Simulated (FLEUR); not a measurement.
CdS (Greenockite): band structure with PBE

**The experiment to reproduce.**

From “Isotope dependence of band-gap energy”, 2008, arxiv:0807.2152, for a bulk crystal of CdS: band gap 2.5809 ± 0.0002 eV.

CdS (Greenockite):

```
CELL_PARAMETERS angstrom
4.15000 0.00000 0.00000
-2.07500 3.59401 0.00000
0.00000 0.00000 6.73700
ATOMIC_POSITIONS crystal
Cd 0.66667 0.33333 0.50000
Cd 0.33333 0.66667 0.00000
S 0.66667 0.33333 0.87500
S 0.33333 0.66667 0.37500
```

| Item | Value |
| --- | --- |
| Program | FLEUR MaX-R8.1 (later development tree) |
| Task | band structure |
| Functional | PBE |
| Potentials or basis | all-electron |
| Basis | FLAPW |
| Kmax | 4.5 1/bohr |
| k mesh | 7 × 7 × 4 |
| Occupations | fermi-dirac, width 0.05 eV |
| Spin | no spin polarisation |
| inpgen profile | moderate |
| Gmax | 22.5 1/bohr |
| Muffin-tin radii | Cd 2.53, S 1.9 bohr |
| lmax | Cd 10, S 7 |
| Local orbitals a species | Cd 5, S 4 |
| Max iterations | 60 |
| Mixing factor | 0.05 |
| Mixer | Anderson |
| Mixer history | 15 |
| Density convergence | 1e-05 me/bohr^3 |

| Quantity | Value |
| --- | --- |
| Band gap on the k mesh | 1.20 eV, direct |
| Band gap along the path | 1.20 eV, direct |
| Valence electrons inside the program's atomic spheres | Cd 18.51; S 3.56 (radii Cd 2.53, S 1.9 bohr) |

Levels at the corners of the path, in eV from the valence-band top:
| point | band 23 | band 24 | band 25 | band 26 | band 27 | band 28 | band 29 | band 30 |
| --- | --- | --- | --- | --- | --- | --- | --- | --- |
| Γ | -0.75 | -0.04 | 0.00 | 0.00 | 1.20 | 2.79 | 6.46 | 6.46 |
| M | -2.61 | -1.84 | -1.28 | -0.72 | 3.70 | 3.89 | 5.11 | 6.37 |
| K | -3.04 | -1.82 | -1.82 | -1.59 | 4.66 | 5.07 | 5.07 | 7.14 |
| Γ | -0.75 | -0.04 | 0.00 | 0.00 | 1.20 | 2.79 | 6.46 | 6.46 |
| A | -0.39 | -0.39 | -0.39 | -0.39 | 2.84 | 2.84 | 6.17 | 6.17 |
| L | -1.32 | -1.32 | -1.31 | -1.31 | 3.48 | 3.48 | 5.39 | 5.39 |
| H | -2.37 | -2.37 | -1.10 | -1.10 | 4.39 | 4.39 | 6.09 | 6.09 |
| A | -0.39 | -0.39 | -0.39 | -0.39 | 2.84 | 2.84 | 6.17 | 6.17 |
| L | -1.32 | -1.32 | -1.31 | -1.31 | 3.48 | 3.48 | 5.39 | 5.39 |
| M | -2.61 | -1.84 | -1.28 | -0.72 | 3.70 | 3.89 | 5.11 | 6.37 |
| K | -3.04 | -1.82 | -1.82 | -1.59 | 4.66 | 5.07 | 5.07 | 7.14 |
| H | -2.37 | -2.37 | -1.10 | -1.10 | 4.39 | 4.39 | 6.09 | 6.09 |

Core levels (eV from the Fermi level):
| atom | levels |
| --- | --- |
| 1 Cd | 1s1/2 -26505.3, 2s1/2 -3930.1, 2p1/2 -3658.3, 2p3/2 -3465.8, 3s1/2 -728.8, 3p1/2 -619.9, 3p3/2 -585.5, 3d3/2 -392.9, 3d5/2 -385.9 |
| 2 Cd | 1s1/2 -26505.3, 2s1/2 -3930.1, 2p1/2 -3658.3, 2p3/2 -3465.8, 3s1/2 -728.8, 3p1/2 -619.9, 3p3/2 -585.5, 3d3/2 -392.9, 3d5/2 -385.9 |
| 3 S | 1s1/2 -2398.3, 2s1/2 -204.4, 2p1/2 -150.1, 2p3/2 -148.8 |
| 4 S | 1s1/2 -2398.3, 2s1/2 -204.4, 2p1/2 -150.1, 2p3/2 -148.8 |

Run time: 12 min on 1 thread of Arm Neoverse V1, on a shared host, peak memory 0.21 GiB.

Against the measured gap of CdS, 2.5809 eV (quoted in “Isotope dependence of band-gap energy”, 2008, arxiv:0807.2152), the calculated 1.20 eV is off by -1.39 eV. So large a miss can be the level of theory's own, or it may mean another phase, state or a wrong row. Spin-orbit coupling on Cd is left out. The value is that of PBE, without temperature or zero-point motion. Semilocal functionals fall short of measured gaps as a rule.
